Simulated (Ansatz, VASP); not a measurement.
One calculation of LiH, two programs

Contents of INCAR:

```
SYSTEM = LiH
PREC = Accurate
ENCUT = 520
EDIFF = 1E-6
ISMEAR = 0
SIGMA = 0.05
LREAL = .FALSE.
LASPH = .TRUE.
NELM = 80
ALGO = Normal
ISIF = 2
LWAVE = .FALSE.
LCHARG = .FALSE.
GGA = PS
NBANDS = 9
```

File KPOINTS:

```
regular mesh
0
G
  14 14 14
  0 0 0
```

Contents of POSCAR:

```
LiH
1.0
    0.0000000000      2.0282638288      2.0282638288
    2.0282638288      0.0000000000      2.0282638288
    2.0282638288      2.0282638288      0.0000000000
Li H
1 1
Direct
    0.0000000000      0.0000000000      0.0000000000
    0.5000000000      0.5000000000      0.5000000000
```

Input for Ansatz:

```yaml
crystal:
  lattice:
    - [0.0, 2.0282638288, 2.0282638288]
    - [2.0282638288, 0.0, 2.0282638288]
    - [2.0282638288, 2.0282638288, 0.0]
  atoms:
    - { symbol: Li, position: [0.0, 0.0, 0.0] }
    - { symbol: H, position: [0.5, 0.5, 0.5] }
basis:
  ecutwfc: 420
  ecutrho_ratio: 4
kpoints:
  mp_grid: { grid: [14, 14, 14] }
hamiltonian:
  xc: pbesol
scf:
  occupations: { method: gaussian, width: 0.05 }
output:
  forces: true
  stress: true
  eigenvalues: true
```

Alike in both runs: task single point; functional PBEsol; k mesh 14 × 14 × 14; occupations gaussian, width 0.05 eV; no spin polarisation.

|  | VASP | Ansatz |
| --- | --- | --- |
| version | VASP 6.6.1 | Ansatz 0.2.0 |
| potentials or method | VASP PAW PBE potentials, release 64 (Li_sv, H) | scalar-relativistic, plane waves, PAW |
| plane-wave cutoff (eV) | 520 | 420 |
| valence electrons in the cell | 4 | 4 |

|  | VASP | Ansatz | Ansatz less VASP |
| --- | --- | --- | --- |
| gap on the k mesh at the Fermi level (eV) | 2.78 | 2.78 | +0.001 |
| least direct gap on the mesh (eV) | 2.78 | 2.78 | +0.001 |

 Expect the measured gap to be larger: semilocal functionals such as PBEsol lack the derivative discontinuity. A k mesh can miss the band edges.
